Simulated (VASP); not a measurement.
Wanted: the native input for a VASP 6.6.1 run.

```
Task                   : electron localisation function
Functional             : PBE
Potentials or basis    : VASP PAW PBE potentials, release 64 (Te, Sn_d)
Cutoff                 : 520 eV
k mesh                 : 7 × 7 × 7
Occupations            : gaussian, width 0.02 eV
Spin                   : no spin polarisation
Further INCAR settings : ALGO = Normal; EDIFF = 1e-06
```

The structure of SnTe lies in POSCAR:

```
SnTe
1.0
    0.0000000000      3.1508500000      3.1508500000
    3.1508500000      0.0000000000      3.1508500000
    3.1508500000      3.1508500000      0.0000000000
Te Sn
1 1
Direct
    0.5000000000      0.5000000000      0.5000000000
    0.0000000000      0.0000000000      0.0000000000
```

The input as run:

INCAR

```
SYSTEM = SnTe
PREC = Accurate
ENCUT = 520
EDIFF = 1E-6
ISMEAR = 0
SIGMA = 0.02
LREAL = .FALSE.
LASPH = .TRUE.
NELM = 60
ALGO = Normal
ISIF = 2
LWAVE = .FALSE.
LCHARG = .TRUE.
GGA = PE
LELF = .TRUE.
```

KPOINTS

```
Automatic mesh
0
G
  7 7 7
  0 0 0
```

Potentials or basis: VASP PAW PBE potentials, release 64 (Te, Sn_d).

Launch:

```console
$ cat potpaw_PBE.64/Te/POTCAR potpaw_PBE.64/Sn_d/POTCAR > POTCAR
$ mpirun -np 1 vasp_std > vasp.out
```

Results of the run:

```yaml
Pressure: 2.2 GPa
```

It took 8.8 s on 1 thread of Intel(R) Xeon(R) 6975P-C (Granite Rapids) (shared host), peak memory 0.2 GiB.
